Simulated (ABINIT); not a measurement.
# CdS (Hawleyite) (F-43m) in ABINIT: further runs

The runs below take CdS (Hawleyite) through single point, with PBE, PBE0.

Everything below comes from runs of ABINIT 10.8.3 (patched build). Logs are shortened: lines on timing, memory, paths and dates and some standing lists are left out, and cuts for length are marked. The log counts tension as positive stress, the text compression.

## (1) The crystal as given

Symmetry: F-43m, No. 216, cubic system. The conventional cell has a = 5.833 Å, b = 5.833 Å, c = 5.833 Å, α = 90.00°, β = 90.00°, γ = 90.00°. Cd (site symmetry -43m) is surrounded by 4 S at 2.53 Å. Around S (site symmetry -43m) lie 4 Cd at 2.53 Å.

## (2) Single point, PBE

The input, run.abi:

```
# Pseudopotentials
pp_dirpath "./"
pseudos "Cd_ONCV_PBE-1.2.upf, S_ONCV_PBE-1.2.upf"

# Structure
acell 3*1.0 Angstrom
rprim
     0.0000000000     2.9165000000     2.9165000000
     2.9165000000     0.0000000000     2.9165000000
     2.9165000000     2.9165000000     0.0000000000
ntypat 2
znucl 48 16
natom 2
typat 1 2
xred
     0.0000000000     0.0000000000     0.0000000000
     0.7500000000     0.7500000000     0.7500000000

# Plane-wave basis
ecut 22.0

# k points
kptopt 1
ngkpt 6 6 6
nshiftk 1
shiftk 0.0 0.0 0.0

# Exchange and correlation
ixc 11

# Bands and occupations
nband 15
occopt 1

# SCF cycle
nstep 100
tolvrs 1.0e-10
diemac 6.0

# Output
iomode 3
prtwf 0
prtden 0
prteig 0
prtebands 0
enunit 2
```

Potentials or basis: SG15 NC PBE v1.2.

Run with:

```sh
> mpirun --bind-to none -np 8 abinit run.abi > log 2>&1
```

run.abo:

```text
.Version 10.8.3 of ABINIT
 Symmetries : space group F-4 3 m (#216); Bravais cF (face-center cubic)
================================================================================
 Values of the parameters that define the memory need of the present run
     intxc =       0    ionmov =       0      iscf =       7    lmnmax =       6
     lnmax =       6     mgfft =      36  mpssoang =       3    mqgrid =    3001
     natom =       2  nloc_mem =       1    nspden =       1   nspinor =       1
    nsppol =       1      nsym =      24    n1xccc =       0    ntypat =       2
    occopt =       1   xclevel =       2
       mpw =        1666          nfft =       46656          nkpt =          16
================================================================================
================================================================================

--------------------------------------------------------------------------------
------------- Echo of variables that govern the present computation ------------
--------------------------------------------------------------------------------
 -outvars: echo values of preprocessed input variables --------
            acell      1.8897261259E+00  1.8897261259E+00  1.8897261259E+00 Bohr
              amu      1.12411000E+02  3.20660000E+01
           diemac      6.00000000E+00
             ecut      2.20000000E+01 Hartree
           enunit           2
              ixc          11
         kptrlatt        6    0    0      0    6    0      0    0    6
          kptrlen      4.67656631E+01
            natom           2
            nband          15
            ngfft          36      36      36
             nkpt          16
            nstep         100
             nsym          24
           ntypat           2
           prtden           0
        prtebands           0
           prteig           0
            prtwf           0
            rprim      0.0000000000E+00  2.9165000000E+00  2.9165000000E+00
                       2.9165000000E+00  0.0000000000E+00  2.9165000000E+00
                       2.9165000000E+00  2.9165000000E+00  0.0000000000E+00
          spgroup         216
           tolvrs      1.00000000E-10
            typat      1  2
           xangst      0.0000000000E+00  0.0000000000E+00  0.0000000000E+00
                       4.3747500000E+00  4.3747500000E+00  4.3747500000E+00
            xcart      0.0000000000E+00  0.0000000000E+00  0.0000000000E+00
                       8.2670793693E+00  8.2670793693E+00  8.2670793693E+00
             xred      0.0000000000E+00  0.0000000000E+00  0.0000000000E+00
                       7.5000000000E-01  7.5000000000E-01  7.5000000000E-01
            znucl       48.00000   16.00000

================================================================================

 chkinp: Checking input parameters for consistency.

================================================================================
== DATASET  1 ==================================================================

--- !DatasetInfo
iteration_state: {dtset: 1, }
dimensions: {natom: 2, nkpt: 16, mband: 15, nsppol: 1, nspinor: 1, nspden: 1, mpw: 1666, }
cutoff_energies: {ecut:  22.0, pawecutdg:  -1.0, }
electrons: {nelect:   2.60000000E+01, charge:   0.00000000E+00, occopt:   1.00000000E+00, tsmear:   1.00000000E-02, }
meta: {optdriver: 0, ionmov: 0, optcell: 0, iscf: 7, paral_kgb: 0, }
...

 Exchange-correlation functional for the present dataset will be:
  GGA: Perdew-Burke-Ernzerhof functional - ixc=11
  J.P.Perdew, K.Burke, M.Ernzerhof, PRL 77, 3865 (1996)

 Real(R)+Recip(G) space primitive vectors, cartesian coordinates (Bohr,Bohr^-1):
 R(1)=  0.0000000  5.5113862  5.5113862  G(1)= -0.0907213  0.0907213  0.0907213
 R(2)=  5.5113862  0.0000000  5.5113862  G(2)=  0.0907213 -0.0907213  0.0907213
 R(3)=  5.5113862  5.5113862  0.0000000  G(3)=  0.0907213  0.0907213 -0.0907213
 Unit cell volume ucvol=  3.3482088E+02 bohr^3
 Angles (23,13,12)=  6.00000000E+01  6.00000000E+01  6.00000000E+01 degrees

 getcut: wavevector=  0.0000  0.0000  0.0000  ngfft=  36  36  36
         ecut(hartree)=     22.000   => boxcut(ratio)=   2.18751

--- Pseudopotential description ------------------------------------------------
- pspini: atom type   1  psp file is ./Cd_ONCV_PBE-1.2.upf
12 -101130 2 -1 602                           pspcod,pspxc,lmax,lloc,mmax
     nproj     2     2     2

- pspini: atom type   2  psp file is ./S_ONCV_PBE-1.2.upf
12 -101130 1 -1 602                           pspcod,pspxc,lmax,lloc,mmax
     nproj     2     2     0

   1.23114430E+03                                ecore*ucvol(ha*bohr**3)
--------------------------------------------------------------------------------

================================================================================

--- !BeginCycle
iteration_state: {dtset: 1, }
solver: {iscf: 7, nstep: 100, nline: 4, wfoptalg: 0, }
tolerances: {tolvrs: 1.00E-10, }
...

     iter   Etot(hartree)      deltaE(h)  residm     vres2
 ETOT  1  -165.52351954018    -1.655E+02 1.315E-01 1.217E+02
 ETOT  2  -165.69991185269    -1.764E-01 5.067E-03 3.534E+01
 ETOT  3  -165.70796273113    -8.051E-03 4.500E-04 4.095E-01
 ETOT  4  -165.70800189047    -3.916E-05 5.097E-04 4.657E-02
 ETOT  5  -165.70801056959    -8.679E-06 1.493E-05 7.556E-03
 ETOT  6  -165.70801210257    -1.533E-06 4.579E-05 2.527E-04
 ETOT  7  -165.70801212507    -2.249E-08 1.371E-06 9.066E-07
 ETOT  8  -165.70801212520    -1.303E-10 4.471E-06 2.935E-08
 ETOT  9  -165.70801212520    -6.736E-12 1.328E-07 1.510E-09
 ETOT 10  -165.70801212521    -7.589E-12 4.463E-07 4.273E-11

 At SCF step   10       vres2   =  4.27E-11 < tolvrs=  1.00E-10 =>converged.

 Cartesian components of stress tensor (hartree/bohr^3)
  sigma(1 1)= -1.03878256E-04  sigma(3 2)=  0.00000000E+00
  sigma(2 2)= -1.03878256E-04  sigma(3 1)=  0.00000000E+00
  sigma(3 3)= -1.03878256E-04  sigma(2 1)=  0.00000000E+00

--- !ResultsGS
iteration_state: {dtset: 1, }
comment   : Summary of ground state results
lattice_vectors:
- [  0.0000000,   5.5113862,   5.5113862, ]
- [  5.5113862,   0.0000000,   5.5113862, ]
- [  5.5113862,   5.5113862,   0.0000000, ]
lattice_lengths: [   7.79428,    7.79428,    7.79428, ]
lattice_angles: [ 60.000,  60.000,  60.000, ] # degrees, (23, 13, 12)
lattice_volume:   3.3482088E+02
convergence: {deltae: -7.589E-12, res2:  4.273E-11, residm:  4.463E-07, diffor: null, }
etotal    :  -1.65708012E+02
entropy   :   0.00000000E+00
fermie    :   1.42955859E-01
cartesian_stress_tensor: # hartree/bohr^3
- [ -1.03878256E-04,   0.00000000E+00,   0.00000000E+00, ]
- [  0.00000000E+00,  -1.03878256E-04,   0.00000000E+00, ]
- [  0.00000000E+00,   0.00000000E+00,  -1.03878256E-04, ]
pressure_GPa:   3.0562E+00
xred      :
- [  0.0000E+00,   0.0000E+00,   0.0000E+00, Cd]
- [  7.5000E-01,   7.5000E-01,   7.5000E-01,  S]
cartesian_forces: # hartree/bohr
- [ -4.77109793E-32,   4.77109793E-32,  -4.77109793E-32, ]
- [  4.77109793E-32,  -4.77109793E-32,   4.77109793E-32, ]
force_length_stats: {min:   8.26378402E-32, max:   8.26378402E-32, mean:   8.26378402E-32, }
...

 Integrated electronic density in atomic spheres:
 ------------------------------------------------
 Atom  Sphere_radius  Integrated_density
    1        2.00000         17.08357626
    2        2.00000          3.93854786
================================================================================

 ----iterations are completed or convergence reached----

 Mean square residual over all n,k,spin=   24.357E-10; max=  44.626E-08
 reduced coordinates (array xred) for    2 atoms
       0.000000000000      0.000000000000      0.000000000000
       0.750000000000      0.750000000000      0.750000000000
 rms dE/dt=  4.2940E-31; max dE/dt=  0.0000E+00; dE/dt below (all hartree)
    1       0.000000000000      0.000000000000      0.000000000000
    2       0.000000000000     -0.000000000000      0.000000000000

 cartesian coordinates (angstrom) at end:
    1      0.00000000000000     0.00000000000000     0.00000000000000
    2      4.37475000000000     4.37475000000000     4.37475000000000

 cartesian forces (hartree/bohr) at end:
    1     -0.00000000000000     0.00000000000000    -0.00000000000000
    2      0.00000000000000    -0.00000000000000     0.00000000000000
 frms,max,avg= 4.7710979E-32 4.7710979E-32   0.000E+00  0.000E+00  0.000E+00 h/b

 cartesian forces (eV/Angstrom) at end:
    1     -0.00000000000000     0.00000000000000    -0.00000000000000
    2      0.00000000000000    -0.00000000000000     0.00000000000000
 frms,max,avg= 2.4533972E-30 2.4533972E-30   0.000E+00  0.000E+00  0.000E+00 e/A
 length scales=  1.889726125908  1.889726125908  1.889726125908 bohr
              =  1.000000000000  1.000000000000  1.000000000000 angstroms
 Fermi (or HOMO) energy (hartree) =   0.14296   Average Vxc (hartree)=  -0.34273
 Eigenvalues (hartree) for nkpt=  16  k points:
 kpt#   1, nband= 15, wtk=  0.00463, kpt=  0.0000  0.0000  0.0000 (reduced coord)
  -3.58249   -2.15126   -2.15126   -2.15126   -0.31146   -0.14112   -0.14112   -0.14112
  -0.12346   -0.12346    0.14296    0.14296    0.14296    0.18506    0.38517
 prteigrs : prtvol=0 or 1, do not print more k-points.

 Fermi (or HOMO) energy (eV) =   3.89003   Average Vxc (eV)=  -9.32627
 Eigenvalues (   eV  ) for nkpt=  16  k points:
 kpt#   1, nband= 15, wtk=  0.00463, kpt=  0.0000  0.0000  0.0000 (reduced coord)
 -97.48443  -58.53886  -58.53886  -58.53886   -8.47537   -3.84020   -3.84020   -3.84020
  -3.35960   -3.35960    3.89003    3.89003    3.89003    5.03582   10.48089
 prteigrs : prtvol=0 or 1, do not print more k-points.

--- !EnergyTerms
iteration_state     : {dtset: 1, }
comment             : Components of total free energy in Hartree
kinetic             :  5.12714240001463E+01
hartree             :  5.33633860339583E+01
xc                  : -1.61463012013171E+01
Ewald energy        : -9.94062291781547E+01
psp_core            :  3.67702361042235E+00
local_psp           : -1.43195374832451E+02
non_local_psp       : -1.52719405578162E+01
total_energy        : -1.65708012125212E+02
total_energy_eV     : -4.50914472199285E+03
band_energy         : -2.15264067967589E+01
...

 Cartesian components of stress tensor (hartree/bohr^3)
  sigma(1 1)= -1.03878256E-04  sigma(3 2)=  0.00000000E+00
  sigma(2 2)= -1.03878256E-04  sigma(3 1)=  0.00000000E+00
  sigma(3 3)= -1.03878256E-04  sigma(2 1)=  0.00000000E+00

-Cartesian components of stress tensor (GPa)         [Pressure=  3.0562E+00 GPa]
- sigma(1 1)= -3.05620379E+00  sigma(3 2)=  0.00000000E+00
- sigma(2 2)= -3.05620379E+00  sigma(3 1)=  0.00000000E+00
- sigma(3 3)= -3.05620379E+00  sigma(2 1)=  0.00000000E+00

== END DATASET(S) ==============================================================
================================================================================

 -outvars: echo values of variables after computation  --------
            acell      1.8897261259E+00  1.8897261259E+00  1.8897261259E+00 Bohr
           etotal     -1.6570801213E+02
            fcart     -4.7710979294E-32  4.7710979294E-32 -4.7710979294E-32
                       4.7710979294E-32 -4.7710979294E-32  4.7710979294E-32
            rprim      0.0000000000E+00  2.9165000000E+00  2.9165000000E+00
                       2.9165000000E+00  0.0000000000E+00  2.9165000000E+00
                       2.9165000000E+00  2.9165000000E+00  0.0000000000E+00
           strten     -1.0387825555E-04 -1.0387825555E-04 -1.0387825555E-04
                       0.0000000000E+00  0.0000000000E+00  0.0000000000E+00
           xangst      0.0000000000E+00  0.0000000000E+00  0.0000000000E+00
                       4.3747500000E+00  4.3747500000E+00  4.3747500000E+00
             xred      0.0000000000E+00  0.0000000000E+00  0.0000000000E+00
                       7.5000000000E-01  7.5000000000E-01  7.5000000000E-01
 Calculation completed.
```

Wall time 2.3 s (8 MPI ranks of Arm Neoverse V2, shared host); peak memory 0.48 GiB.

Results:

```
Free energy                                           : -4509.1447 eV
Pressure                                              : 3.1 GPa
Band gap on the k mesh                                : 1.15 eV, direct
Valence electrons inside the program's atomic spheres : Cd 17.08; S 3.94
```

## (3) Single point, PBE0

run.abi: that of step 2 with these lines changed.

```diff
@@ -28,3 +28,3 @@
 # Exchange and correlation
-ixc 11
+ixc 41
 
@@ -35,5 +35,5 @@
 # SCF cycle
-nstep 100
-tolvrs 1.0e-10
+nstep 60
 diemac 6.0
+toldfe 1.0e-7
```

Potentials or basis: SG15 NC PBE v1.2.

Run with:

```sh
> mpirun --bind-to none -np 8 abinit run.abi > log 2>&1
```

run.abo:

```text
.Version 10.8.3 of ABINIT
 Symmetries : space group F-4 3 m (#216); Bravais cF (face-center cubic)
================================================================================
 Values of the parameters that define the memory need of the present run
     intxc =       0    ionmov =       0      iscf =       7    lmnmax =       6
     lnmax =       6     mgfft =      36  mpssoang =       3    mqgrid =    3001
     natom =       2  nloc_mem =       1    nspden =       1   nspinor =       1
    nsppol =       1      nsym =      24    n1xccc =       0    ntypat =       2
    occopt =       1   xclevel =       2
       mpw =        1676          nfft =       46656          nkpt =          16
================================================================================
================================================================================

--------------------------------------------------------------------------------
------------- Echo of variables that govern the present computation ------------
--------------------------------------------------------------------------------
 -outvars: echo values of preprocessed input variables --------
            acell      1.8897261259E+00  1.8897261259E+00  1.8897261259E+00 Bohr
              amu      1.12411000E+02  3.20660000E+01
           diemac      6.00000000E+00
             ecut      2.20000000E+01 Hartree
           enunit           2
              ixc          41
                       outvar_i_n : Printing only first  50 k-points.
         kptrlatt        6    0    0      0    6    0      0    0    6
[... 180 lines left out ...]
Ewald energy        : -9.94062291781547E+01
psp_core            :  3.67702361042235E+00
local_psp           : -1.43244590258916E+02
non_local_psp+x     : -1.90279899918323E+01
total_energy        : -1.65696601923553E+02
...

--- !EnergyTermsDC
iteration_state     : {dtset: 1, }
comment             : '"Double-counting" decomposition of free energy'
band_energy         : -2.40459760380756E+01
Ewald energy        : -9.94062291781547E+01
psp_core            :  3.67702361042235E+00
xc_dc               : -4.59214378887523E+01
total_energy_dc     : -1.65696619494560E+02
...

 Cartesian components of stress tensor (hartree/bohr^3)
  sigma(1 1)= -3.89867812E-05  sigma(3 2)=  0.00000000E+00
  sigma(2 2)= -3.89867812E-05  sigma(3 1)=  0.00000000E+00
  sigma(3 3)= -3.89867812E-05  sigma(2 1)=  0.00000000E+00

-Cartesian components of stress tensor (GPa)         [Pressure=  1.1470E+00 GPa]
- sigma(1 1)= -1.14703070E+00  sigma(3 2)=  0.00000000E+00
- sigma(2 2)= -1.14703070E+00  sigma(3 1)=  0.00000000E+00
- sigma(3 3)= -1.14703070E+00  sigma(2 1)=  0.00000000E+00

== END DATASET(S) ==============================================================
================================================================================

 -outvars: echo values of variables after computation  --------
            acell      1.8897261259E+00  1.8897261259E+00  1.8897261259E+00 Bohr
           etotal     -1.6569660192E+02
            fcart      1.1137531729E-29 -1.2962476687E-29  1.1137531729E-29
                      -1.1137531729E-29  1.2962476687E-29 -1.1137531729E-29
            rprim      0.0000000000E+00  2.9165000000E+00  2.9165000000E+00
                       2.9165000000E+00  0.0000000000E+00  2.9165000000E+00
                       2.9165000000E+00  2.9165000000E+00  0.0000000000E+00
           strten     -3.8986781170E-05 -3.8986781170E-05 -3.8986781170E-05
                       0.0000000000E+00  0.0000000000E+00  0.0000000000E+00
           xangst      0.0000000000E+00  0.0000000000E+00  0.0000000000E+00
                       4.3747500000E+00  4.3747500000E+00  4.3747500000E+00
             xred      0.0000000000E+00  0.0000000000E+00  0.0000000000E+00
                       7.5000000000E-01  7.5000000000E-01  7.5000000000E-01
 Calculation completed.
```

It took 33 min on 8 MPI ranks of Arm Neoverse V2, shared host; peak memory 1.1 GiB.

Results:

```
Free energy                                           : -4508.8342 eV
Pressure                                              : 1.1 GPa
Band gap on the k mesh                                : 2.70 eV, direct
Valence electrons inside the program's atomic spheres : Cd 17.09; S 3.94
```

Caveat: the potentials were made for another functional, which shifts forces and pressure.
